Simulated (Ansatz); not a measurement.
**Compressing SiO2: a fit and a missing row**

SiO2, P4_12_12, a = 5.084 Å, c = 7.101 Å. This isn't the usual stable structure of the compound. Ansatz: PBE, PAW, 420 eV, Γ-centred 6×6×4 mesh on 12 atoms, Gaussian smearing 0.02 eV; no spin polarisation. Shape and atoms are relaxed at each volume; pressure is positive in compression.

```tsv
V (Å³/atom)	P (GPa)
13.458	?
13.917	1.72
14.375	1.08
14.834	0.52
15.293	-0.01
15.752	-0.46
16.210	-0.86
16.822	-1.35
```

Q: Take V0 = 15.293 Å³/atom, count pressures from its P0 = -0.01 GPa, fit the third-order Birch–Murnaghan form to the other rows, and predict the missing pressure.

A: With the Eulerian strain f = ½[(V0/V)^(2/3) − 1] and y = (P − P0)/[3f(1 + 2f)^(5/2)], the form is the line y = B0 + 1.5 B0 (B0′ − 4) f. Rows (f, y): 0.03244, 15.19; 0.02107, 15.55; 0.01026, 16.37; -0.00976, 16.15; -0.01904, 16.40; -0.03078, 17.01. Means f = 0.0006983, y = 16.112; Σ(Δf)² = 0.003004, ΣΔfΔy = -0.07260; the slope is their ratio. y = 16.13 − 24.17 f GPa, so B0 = 16.1 GPa and B0′ = 4 + 2 × (-24.17)/(3 × 16.13) = 3.00. At V = 13.458, f = 0.04448, y = 15.055 and P = 2.48 GPa. The run gave 2.47 GPa, so the fit is 0.01 GPa too high, within the rms miss on the fitted rows (0.01 GPa).